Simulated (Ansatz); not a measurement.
## Re: pressure against volume per atom

All results are calculated (Ansatz 0.2.0 development build). Equation of state of a cubic crystal from periodic Kohn-Sham density functional theory without spin; pressure corrected for the finite basis.

Cell of the first row (space group Fd-3m, No. 227):
```
Re
1.0
      0.0000     2.7688     2.7688
      2.7688     0.0000     2.7688
      2.7688     2.7688     0.0000
Re
2
Direct
  0.00000 0.00000 0.00000
  0.25000 0.25000 0.25000
```

Settings of every row: formula Re; structure type diamond; functional PBE; spin treatment none; k mesh 17x17x17; occupation method fermi-dirac; occupation width 0.061225619 eV; wave cutoff 700 eV; datasets hard PAW; density cutoff ratio 4.

Limits: a cubic model structure, not a phase known at ambient conditions; some atoms lie unusually close (a squeezed, shaken or made-up cell); the SCF threshold is loose for a stress in some rows; no spin-orbit coupling, which can matter with elements this heavy.

| row | volume per atom (Å³) | pressure (GPa) | energy above lowest point (meV/atom) |
| --- | --- | --- | --- |
| 1 | 21.226 | 12.348 | 48.95 |
| 2 | 21.677 | 7.751 | 20.73 |
| 3 | 22.129 | 3.61 | 4.82 |
| 4 | 22.58 | ? | ? |
| 5 | 23.032 | -3.484 | 5.17 |
| 6 | 23.484 | -6.512 | 19.33 |
| 7 | 23.935 | -9.239 | 41.6 |

Question: what pressure should row 4 give?

Worked fit of pressure. Take u = (V_r/V)^(2/3) − 1 with V_r = 22.581 Å³ an atom, which is twice the finite (Eulerian) strain; such expansions in the strain, on which the Birch-Murnaghan equation of state is built, carry the rest volume and the bulk modulus. The shown rows have u = 0.04212, 0.02761, 0.01357, -0.0131, -0.0258, -0.03808. Least squares give pressure = −0.1254 + 265.436 × u + 706.08 × u² + 536 × u³ GPa; a parabola predicts inner rows, each left out in turn, worse (root mean square 0.012 against 0.0035 GPa). The rows lie off it by 0.001, -0.002, 0.002, -0.001, 0.001, 0.000. The pressure vanishes at u = 0.0005, or V = 22.57 Å³ an atom, and there the bulk modulus at fixed shape and fractions is B = −V dP/dV = (2/3)(1 + u) dP/du = 177 GPa. The withheld row has u = 3e-05, so the fit gives −0.1254 + 265.436 × (3e-05) + 706.08 × (3e-05)² + 536 × (3e-05)³ = -0.117 GPa.

The calculation gave -0.122 GPa. The fit lies 0.005 GPa (4.1 % of the value, 0.023 % of the column's range) above it; its largest miss of a shown row is 0.002 GPa.

The other values of row 4: energy above lowest point 0 meV/atom.
